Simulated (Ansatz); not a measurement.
Input, command and steps of an Ansatz relaxation.

```yaml
crystal:
  lattice:
    - [3.3363401468, 0.0, 0.0]
    - [0.0, 3.3363401468, 0.0]
    - [0.0, 0.0, 4.3729886924]
  atoms:
    - { symbol: Ga, position: [0.5, 0.5, 0.5] }
    - { symbol: As, position: [0.0, 0.0, 0.0] }
basis:
  ecutwfc: 420
kpoints:
  mp_grid: { grid: [6, 6, 4] }
hamiltonian:
  xc: pbe
scf:
  occupations: { method: gaussian, width: 0.1 }
  lower_state_search: "off"
output:
  forces: true
  stress: true
  eigenvalues: true
relax:
  adjacent_minimum: "off"
  f_tol: 0.04
  max_steps: 70
  cell: { stress_tol: 0.4 }
```

```bash
ansatz run input.yaml --threads 1 --pin off --max-ram 2560MiB --backend cpu --events-out ev --progress --plain --runs-dir out
```

Computed with DFT PBE, scalar-relativistic, plane waves, PAW (Ansatz).

Of 6 frames 6 are shown, positions in Å and forces in eV/Å; the SCF threshold varies from step to step. Steps run on the plane waves of an earlier cell, with a Pulay correction in the pressure. The basis is chosen afresh for the last frame, the zero of the energies, and at times for earlier ones too; energy and pressure step there, also at an unchanged geometry.

```xyz
2
Lattice="3.3363 0.0000 0.0000 0.0000 3.3363 0.0000 0.0000 0.0000 4.3730" Properties=species:S:1:pos:R:3:forces:R:3 pbc="T T T" step=1 free_energy_over_end_meV_per_atom=159.86 pressure_GPa=-7.46
Ga    1.6682    1.6682    2.1865    0.0000    0.0000    0.0000
As    0.0000    0.0000    0.0000    0.0000    0.0000    0.0000
2
Lattice="3.1720 0.0000 0.0000 0.0000 3.1720 0.0000 0.0000 0.0000 4.1604" Properties=species:S:1:pos:R:3:forces:R:3 pbc="T T T" step=2 free_energy_over_end_meV_per_atom=34.00 pressure_GPa=-3.57
Ga    1.5860    1.5860    2.0802    0.0000    0.0000    0.0000
As    0.0000    0.0000    0.0000    0.0000    0.0000    0.0000
2
Lattice="3.1220 0.0000 0.0000 0.0000 3.1220 0.0000 0.0000 0.0000 3.9481" Properties=species:S:1:pos:R:3:forces:R:3 pbc="T T T" step=3 free_energy_over_end_meV_per_atom=4.59 pressure_GPa=0.35
Ga    1.5610    1.5610    1.9741    0.0000    0.0000    0.0000
As    0.0000    0.0000    0.0000    0.0000    0.0000    0.0000
2
Lattice="3.1599 0.0000 0.0000 0.0000 3.1599 0.0000 0.0000 0.0000 3.8111" Properties=species:S:1:pos:R:3:forces:R:3 pbc="T T T" step=4 free_energy_over_end_meV_per_atom=0.67 pressure_GPa=1.24
Ga    1.5800    1.5800    1.9056    0.0000    0.0000    0.0000
As    0.0000    0.0000    0.0000    0.0000    0.0000    0.0000
2
Lattice="3.1823 0.0000 0.0000 0.0000 3.1823 0.0000 0.0000 0.0000 3.8320" Properties=species:S:1:pos:R:3:forces:R:3 pbc="T T T" step=5 free_energy_over_end_meV_per_atom=-0.82 pressure_GPa=0.08
Ga    1.5911    1.5911    1.9160    0.0000    0.0000    0.0000
As    0.0000    0.0000    0.0000    0.0000    0.0000    0.0000
2
Lattice="3.1823 0.0000 0.0000 0.0000 3.1823 0.0000 0.0000 0.0000 3.8320" Properties=species:S:1:pos:R:3:forces:R:3 pbc="T T T" step=6 free_energy_over_end_meV_per_atom=0.00 pressure_GPa=0.07
Ga    1.5911    1.5911    1.9160    0.0000    0.0000    0.0000
As    0.0000    0.0000    0.0000    0.0000    0.0000    0.0000
```

The start puts this composition into another compound's structure type, which needn't suit it. At the end the space group is P4/mmm (tolerance 0.05 Å).

The run took 5.5 s on 1 thread of Intel(R) Xeon(R) 6975P-C (Granite Rapids), on a shared host, peak memory 0.38 GiB.

The k mesh is coarse.